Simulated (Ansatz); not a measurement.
**From three elastic constants to directional properties of GaAs**

Theory: DFT PBE, scalar-relativistic, plane waves, PAW (Ansatz). Settings: 420 eV plane-wave cutoff, Γ-centred 10×10×10 mesh, Fermi-Dirac smearing of 0.15 eV. No spin polarisation.

The cell is fixed (symmetry leaves no force on the atoms) and stands under 0.1 GPa:
```
Ga As
1.0
     0.00000    2.87190    2.87190
     2.87190    0.00000    2.87190
     2.87190    2.87190    0.00000
Ga As
1 1
Direct
  0.00000 0.00000 0.00000
  0.25000 0.25000 0.25000
```

The cell is the ideal cubic zincblende prototype. With next to no gap, frequencies and elastic constants depend on the k mesh and the smearing, soft modes and shear constants most.

With ions relaxed, on the cubic axes: C11 = 99.0, C12 = 41.7, C44 = 50.6 GPa. The density is 5.070 g/cm³.

Problem. Is the crystal stable against strain, and how anisotropic is it?

Solution. Born's conditions hold: C11 + 2C12 = 182.4, C11 − C12 = 57.4 and C44 = 50.6 GPa are all positive. B = (C11 + 2C12)/3 = 60.8 GPa. The two shear moduli are C44 and C′ = (C11 − C12)/2 = 28.7 GPa, so Zener's ratio is A = C44/C′ = 1.76: the tetragonal shear C′ is the soft one, as in many fcc and bcc metals and zincblende crystals. The Cauchy pressure C12 − C44 is -8.9 GPa; it would vanish for pair forces between atoms on inversion centres at zero pressure, and a negative value is usual with directional bonding, though many-body forces give one in some ionic oxides too.

Problem. Give the sound speeds along the three symmetry directions.

Solution. The Christoffel equation gives ρv² for each branch:
```
direction branch                    ρv²    GPa v (m/s)
    [100]              L                    C11   99.0     4420
    [100]         T (×2) C44   50.6     3159
    [110]              L   (C11 + C12 + 2C44)/2  121.0     4885
    [110]   T, u ∥ [001]                    C44   50.6     3159
    [110]  T, u ∥ [1-10]          (C11 − C12)/2   28.7     2379
    [111]              L  (C11 + 2C12 + 4C44)/3  128.3     5030
    [111]         T (×2) (C11 − C12 + C44)/3   36.0     2664
```

Problem. How does Young's modulus depend on direction?

Solution. Inverting gives S11 = 13.448, S12 = -3.983, S44 = 19.759 TPa⁻¹. Along a unit vector (l, m, n), 1/E = S11 − 2(S11 − S12 − S44/2)(l²m² + m²n² + n²l²), where the last bracket is 0, 1/4 and 1/3 for [100], [110] and [111]: E = 74, 103 and 119 GPa. With A > 1 the body diagonal is stiffest. For a film on (001), the biaxial modulus is C11 + C12 − 2C12²/C11 = 106 GPa and the normal strain is −2C12/C11 = -0.84 times the in-plane one.

On the mesh the filled and empty bands stay up to 0.17 eV apart, little enough for the smearing to populate both, so at this level the crystal is a narrow-gap semiconductor or semimetal, not an ordinary metal; spin–orbit coupling, left out, can open or move such a gap.

Cost: 2 runs of about 2.5 core-minutes in all, on Intel Xeon Platinum 8488C (Sapphire Rapids) (shared hosts).

The elastic anisotropy reflects the tetrahedral sp³ network. A tetragonal shear leaves the bond lengths unchanged to first order and is resisted mainly by bond bending, hence the low C′ of 28.7 GPa. The shear governed by C44 also stretches bonds, although the relative displacement of the two sublattices relieves part of that cost. Pulling along [111] loads one set of bonds head-on, so both Young's modulus and the longitudinal sound speed are highest there and lowest along [100].

The constants are softer than those measured for GaAs, as expected from PBE's tendency to underbind and expand the lattice. The near-closure of the gap also disagrees with experiment: GaAs is a well-established direct-gap semiconductor, and the small separation stems largely from the semilocal functional's gap underestimation. Spin–orbit coupling would narrow it further by raising the valence-band top, so the result is no evidence for a semimetal. The positive Born combinations establish stability against homogeneous strain only, not against phonons of finite wavevector.
